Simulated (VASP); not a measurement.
# RbCl (Fm-3m) in VASP: a series of runs

Runs on RbCl. Level: PBE. Tasks: relaxation of the atoms, relaxation of cell and atoms.

All numbers are computed with VASP 6.6.1; they aren't measurements. Logs are shortened: lines on timing, memory, paths and dates and some standing lists are left out, and cuts for length are marked.

### Step 1. The structure

Symmetry: Fm-3m, No. 225, cubic system. Conventional cell: a = 6.700 Å, b = 6.700 Å, c = 6.700 Å, α = 90.00°, β = 90.00°, γ = 90.00°. Around Rb (site symmetry m-3m) lie 6 Cl at 3.35 Å. Cl (site symmetry m-3m) has 6 Rb at 3.35 Å as nearest neighbours.

### Step 2. Relaxation of the atoms, PBE

Contents of INCAR:

```
SYSTEM = RbCl
  PREC = Accurate
  ENCUT = 600
  EDIFF = 1E-7
  ISMEAR = 0
  SIGMA = 0.03
  LREAL = .FALSE.
  LASPH = .TRUE.
  NELM = 80
  ALGO = Normal
  ISIF = 2
  LWAVE = .FALSE.
  LCHARG = .FALSE.
  GGA = PE
  IBRION = 2
  NSW = 40
  EDIFFG = -0.01
```

Contents of KPOINTS:

```
regular mesh
0
G
  8 8 8
  0 0 0
```

Contents of POSCAR:

```
RbCl                                    
1.0
    0.0000000000      3.3502273621      3.3502273621
    3.3502273621      0.0000000000      3.3502273621
    3.3502273621      3.3502273621      0.0000000000
  Rb              Cl            
     1     1
Direct
     0.0000000000000000    0.0000000000000000    0.0000000000000000
     0.5000000000000000    0.5000000000000000    0.5000000000000000
```

Potentials or basis: VASP PAW PBE potentials, release 64 (Rb_sv, Cl).

On the command line:

```console
$ cat potpaw_PBE.64/Rb_sv/POTCAR potpaw_PBE.64/Cl/POTCAR > POTCAR
$ mpirun -np 1 vasp_std > vasp.out
```

OUTCAR:

```text
SYSTEM = RbCl
   PREC = Accurate
   ENCUT = 600
   EDIFF = 1E-7
   ISMEAR = 0
   LREAL = .FALSE.
   LASPH = .TRUE.
   NELM = 80
   ISIF = 2
   GGA = PE
   IBRION = 2
   NSW = 40
   EDIFFG = -0.01

 ion  position               nearest neighbor table
   1  0.000  0.000  0.000-   2 3.35   2 3.35   2 3.35   2 3.35   2 3.35   2 3.35
   2  0.500  0.500  0.500-   1 3.35   1 3.35   1 3.35   1 3.35   1 3.35   1 3.35

  LATTYP: Found a face centered cubic cell.
 ALAT       =     6.7004547242

  Lattice vectors:

 A1 = (   0.0000000000,   3.3502273621,   3.3502273621)
 A2 = (   3.3502273621,   0.0000000000,   3.3502273621)
 A3 = (   3.3502273621,   3.3502273621,   0.0000000000)

Analysis of symmetry for initial positions (statically):
=====================================================================
 Subroutine PRICEL returns:
 Original cell was already a primitive cell.

 Routine SETGRP: Setting up the symmetry group for a
 face centered cubic supercell.

 Subroutine GETGRP returns: Found 48 space group operations
 (whereof 48 operations were pure point group operations)
 out of a pool of 48 trial point group operations.

The static configuration has the point symmetry O_h .

Analysis of symmetry for dynamics (positions and initial velocities):
=====================================================================
 Subroutine PRICEL returns:
 Original cell was already a primitive cell.

 Routine SETGRP: Setting up the symmetry group for a
 face centered cubic supercell.

 Subroutine GETGRP returns: Found 48 space group operations
 (whereof 48 operations were pure point group operations)
 out of a pool of 48 trial point group operations.

The dynamic configuration has the point symmetry O_h .

 Subroutine INISYM returns: Found 48 space group operations
 (whereof 48 operations are pure point group operations),
 and found     1 'primitive' translations

----------------------------------------------------------------------------------------

                                     Primitive cell

  volume of cell :      75.2061

  direct lattice vectors                    reciprocal lattice vectors
     0.000000000  3.350227362  3.350227362    -0.149243602  0.149243602  0.149243602
     3.350227362  0.000000000  3.350227362     0.149243602 -0.149243602  0.149243602
     3.350227362  3.350227362  0.000000000     0.149243602  0.149243602 -0.149243602

  length of vectors
     4.737936973  4.737936973  4.737936973     0.258497502  0.258497502  0.258497502

  position of ions in fractional coordinates (direct lattice)
     0.000000000  0.000000000  0.000000000
     0.500000000  0.500000000  0.500000000

  ion indices of the primitive-cell ions
   primitive index   ion index
                 1           1
                 2           2

----------------------------------------------------------------------------------------

 KPOINTS: regular mesh

Automatic generation of k-mesh.
 Grid dimensions read from file:
 generate k-points for:    8    8    8

 Generating k-lattice:

  Cartesian coordinates                     Fractional coordinates (reciprocal lattice)
    -0.018655450  0.018655450  0.018655450     0.125000000  0.000000000  0.000000000
     0.018655450 -0.018655450  0.018655450     0.000000000  0.125000000  0.000000000
     0.018655450  0.018655450 -0.018655450     0.000000000  0.000000000  0.125000000

  Length of vectors
     0.032312188  0.032312188  0.032312188

  Shift w.r.t. Gamma in fractional coordinates (k-lattice)
     0.000000000  0.000000000  0.000000000

 Subroutine IBZKPT returns following result:
 ===========================================

 Found     29 irreducible k-points:

 Following reciprocal coordinates:
            Coordinates               Weight
  0.000000  0.000000  0.000000      1.000000
  0.125000  0.000000  0.000000      8.000000
  0.250000  0.000000  0.000000      8.000000
  0.375000  0.000000  0.000000      8.000000
  0.500000  0.000000  0.000000      4.000000
  0.125000  0.125000  0.000000      6.000000
[... 16 lines left out ...]
  0.500000  0.250000  0.125000     48.000000
 -0.375000  0.250000  0.125000     24.000000
 [... further k-points ...]
   k-points           NKPTS =     29   k-points in BZ     NKDIM =     29   number of bands    NBANDS=     12
   number of dos      NEDOS =    301   number of ions     NIONS =      2
   total plane-waves  NPLWV =  64000
   dimension x,y,z NGX =    40 NGY =   40 NGZ =   40
   dimension x,y,z NGXF=    80 NGYF=   80 NGZF=   80
   ions per type =               1   1
   NGX,Y,Z   is equivalent  to a cutoff of  14.04, 14.04, 14.04 a.u.
   NGXF,Y,Z  is equivalent  to a cutoff of  28.07, 28.07, 28.07 a.u.
 SYSTEM =  RbCl
   PREC   = accura    normal or accurate (medium, high low for compatibility)
   ISTART =      0    job   : 0-new  1-cont  2-samecut
   ICHARG =      2    charge: 1-file 2-atom 10-const
   ISPIN  =      1    spin polarized calculation?
   LNONCOLLINEAR =      F non collinear calculations
   LSORBIT =      F    spin-orbit coupling
   LASPH  =      T    aspherical Exc in radial PAW
   ENCUT  =  600.0 eV  44.10 Ry    6.64 a.u.   9.46  9.46  9.46*2*pi/ulx,y,z
   NELM   =     80;   NELMIN=  2; NELMDL= -5     # of ELM steps
   EDIFF  = 0.1E-06   stopping-criterion for ELM
   LREAL  =      F    real-space projection
   EDIFFG = -.1E-01   stopping-criterion for IOM
   NSW    =     40    number of steps for IOM
   IBRION =      2    ionic relax: 0-MD 1-quasi-New 2-CG
   NFREE  =      1    steps in history (QN), initial steepest desc. (CG)
   ISIF   =      2    stress and relaxation
   ISYM   =      2    0-nonsym 1-usesym 2-fastsym
   POTIM  = 0.5000    time-step for ionic-motion
   TEBEG  =    0.0;   TEEND  =   0.0 temperature during run
   PSTRESS=    0.0 pullay stress
   NELECT =      16.0000    total number of electrons
   NUPDOWN=      -1.0000    fix difference up-down
   EMIN   =  10.00;   EMAX   =-10.00  energy-range for DOS
   EFERMI =   0.00;   METHOD = LEGACY
   ISMEAR =     0;   SIGMA  =   0.03  broadening in eV -4-tet -1-fermi 0-gaus
   EFERMI_NEDOS =   21; number of points for ismear=-14 and -15
   IALGO  =     38    algorithm
   IMIX   =      4    mixing-type and parameters
     AMIX     =   0.40;   BMIX     =  1.00
     AMIX_MAG =   1.60;   BMIX_MAG =  1.00
  volume/ion in A,a.u.               =      37.60       253.76
  Fermi-wavevector in a.u.,A,eV,Ry     =   0.977306  1.846840 12.995291  0.955127
  Thomas-Fermi vector in A             =   2.107993
   LORBIT       =      0    0 simple, 1 ext, 2 COOP (PROOUT), +10 PAW based schemes
   GGA     = PE    functional components
   LHFCALC =     F    Hartree Fock is set to
   AEXX    =    0.0000 exact exchange contribution
   IVDW    =     0    specifies the selected vdW correction
   LEPSILON=     F    determine dielectric tensor
   LRPA    =     F    only Hartree local field effects (RPA)
 conjugate gradient relaxation of ions
 non-spin polarized calculation
 Gauss-broadening in eV      SIGMA  =   0.03
  energy-cutoff  :      600.00
  volume of cell :       75.21
 maximum number of plane-waves:      2565
 NGX is ok and might be reduce to    40
   NGX = 19   NGY = 19   NGZ = 19

 number of electron      16.0000000 magnetization

 Free energy of the ion-electron system (eV)
  ---------------------------------------------------
  ext. energy  EPLUGINS =         0.00000000
  ---------------------------------------------------
  free energy    TOTEN  =        -6.67609692 eV

  energy without entropy =       -6.67609692  energy(sigma->0) =       -6.67609692

 E-fermi :  -1.9256     XC(G=0):  -7.1377

 val. band max:       -2.0712226291   @ k =   0.0000   0.0000   0.0000
 cond. band min:       2.7590517804   @ k =   0.0000   0.0000   0.0000
 fundamental gap:      4.8302744095
 Fermi energy:        -1.9256492529

 k-point     1 :       0.0000    0.0000    0.0000
  band No.  band energies     occupation
      1     -26.1248      2.00000
      2     -14.0227      2.00000
      3     -10.1736      2.00000
      4     -10.1736      2.00000
      5     -10.1736      2.00000
      6      -2.0712      2.00000
      7      -2.0712      2.00000
      8      -2.0712      2.00000
      9       2.7591      0.00000
     10       5.8816      0.00000
     11       5.8816      0.00000
     12       5.8816      0.00000

 k-point     2 :       0.1250    0.0000    0.0000
  band No.  band energies     occupation
      1     -26.1231      2.00000
      2     -14.0297      2.00000
      3     -10.1753      2.00000
      4     -10.1753      2.00000
      5     -10.1714      2.00000
      6      -2.2115      2.00000
      7      -2.1169      2.00000
      8      -2.1169      2.00000
      9       3.1014      0.00000
     10       5.7614      0.00000
     11       6.0664      0.00000
     12       6.0664      0.00000

 k-point     3 :       0.2500    0.0000    0.0000
  band No.  band energies     occupation
      1     -26.1188      2.00000
      2     -14.0463      2.00000
      3     -10.1794      2.00000
      4     -10.1794      2.00000
      5     -10.1660      2.00000
      6      -2.5069      2.00000
      7      -2.2234      2.00000
      8      -2.2234      2.00000
      9       3.9606      0.00000
     10       5.6337      0.00000
     11       6.5979      0.00000
     12       6.5979      0.00000

 k-point     4 :       0.3750    0.0000    0.0000
  band No.  band energies     occupation
      1     -26.1146      2.00000
      2     -14.0628      2.00000
      3     -10.1834      2.00000
      4     -10.1834      2.00000
      5     -10.1608      2.00000
      6      -2.7603      2.00000
      7      -2.3251      2.00000
      8      -2.3251      2.00000
      9       4.9565      0.00000
     10       5.6746      0.00000
     11       7.3703      0.00000
     12       7.3703      0.00000

 k-point     5 :       0.5000    0.0000    0.0000
  band No.  band energies     occupation
      1     -26.1128      2.00000
      2     -14.0696      2.00000
      3     -10.1850      2.00000
      4     -10.1850      2.00000
      5     -10.1588      2.00000
      6      -2.8564      2.00000
      7      -2.3659      2.00000
      8      -2.3659      2.00000
      9       5.4947      0.00000
     10       5.7022      0.00000
     11       7.8819      0.00000
     12       7.8819      0.00000
[... 228 lines left out ...]
      1     -26.1095      2.00000
      2     -13.9792      2.00000
      3     -10.3827      2.00000
      4     -10.2559      2.00000
      5     -10.2559      2.00000
      6      -2.3947      2.00000
      7      -2.1760      2.00000
      8      -2.1760      2.00000
      9       4.1672      0.00000
     10       5.7524      0.00000
     11       7.3412      0.00000
     12       7.8747      0.00000

 k-point    22 :       0.3750    0.2500    0.1250
  band No.  band energies     occupation
      1     -26.1158      2.00000
      2     -14.0381      2.00000
      3     -10.2299      2.00000
      4     -10.1913      2.00000
      5     -10.1781      2.00000
      6      -2.5979      2.00000
      7      -2.2639      2.00000
      8      -2.1739      2.00000
      9       4.4295      0.00000
     10       5.1208      0.00000
     11       7.1471      0.00000
     12       7.4211      0.00000

 k-point    23 :       0.5000    0.2500    0.1250
  band No.  band energies     occupation
      1     -26.1124      2.00000
      2     -14.0381      2.00000
      3     -10.2526      2.00000
      4     -10.2214      2.00000
      5     -10.1741      2.00000
      6      -2.6528      2.00000
      7      -2.3407      2.00000
      8      -2.2563      2.00000
      9       5.2049      0.00000
     10       5.3212      0.00000
     11       7.4428      0.00000
     12       7.7342      0.00000

 k-point    24 :      -0.3750    0.2500    0.1250
  band No.  band energies     occupation
      1     -26.1111      2.00000
      2     -14.0381      2.00000
      3     -10.2533      2.00000
      4     -10.2444      2.00000
      5     -10.1706      2.00000
      6      -2.6651      2.00000
      7      -2.3373      2.00000
      8      -2.3351      2.00000
      9       5.5241      0.00000
     10       5.6373      0.00000
     11       7.4284      0.00000
     12       7.5956      0.00000

 [... further k-points ...]

------------------------ aborting loop because EDIFF is reached ----------------------------------------

  FORCE on cell =-STRESS in cart. coord.  units (eV):
  Direction    XX          YY          ZZ          XY          YZ          ZX
  --------------------------------------------------------------------------------------
  -------------------------------------------------------------------------------------
  Total        0.0084813      0.0084813      0.0084813      0.0000000     -0.0000000      0.0000000
  in kB        0.1806843      0.1806843      0.1806843      0.0000000     -0.0000000      0.0000000
  external PRESSURE =       0.1806843 kB  Pullay stress =       0.0000000 kB

 VOLUME and BASIS-vectors are now :
 -----------------------------------------------------------------------------
  energy-cutoff  :      600.00
  volume of cell :       75.21
      direct lattice vectors                 reciprocal lattice vectors
     0.000000000  3.350227362  3.350227362    -0.149243602  0.149243602  0.149243602
     3.350227362  0.000000000  3.350227362     0.149243602 -0.149243602  0.149243602
     3.350227362  3.350227362  0.000000000     0.149243602  0.149243602 -0.149243602

 POSITION                                       TOTAL-FORCE (eV/Angst)
 -----------------------------------------------------------------------------------
      0.00000      0.00000      0.00000        -0.000000      0.000000     -0.000000
      3.35023      3.35023      3.35023         0.000000     -0.000000      0.000000
 -----------------------------------------------------------------------------------
    total drift:                                0.000000     -0.000000      0.000000

  FREE ENERGIE OF THE ION-ELECTRON SYSTEM (eV)
  ---------------------------------------------------
  free  energy   TOTEN  =        -6.6760969178 eV

  energy  without entropy=       -6.6760969178  energy(sigma->0) =       -6.67609692

 reached required accuracy - stopping structural energy minimisation
```

It took 14 s on 1 thread of Intel Xeon 6975P-C (Granite Rapids), shared host; peak memory 0.25 GiB.

Results:

* Free energy: -6.6761 eV
* Pressure after relaxing: 0.0 GPa
* Band gap on the k mesh: 4.83 eV, direct

Final structure:
```xyz
2
Lattice="0.0000 3.3502 3.3502 3.3502 0.0000 3.3502 3.3502 3.3502 0.0000" Properties=species:S:1:pos:R:3 pbc="T T T"
Rb    0.0000    0.0000    0.0000
Cl    3.3502    3.3502    3.3502
```

Caveat: the relaxation stopped at its first step, so nothing moved. PBE gaps usually lie below the measured ones, often by a third to a half.

(Part 1 of 3 ends here.)
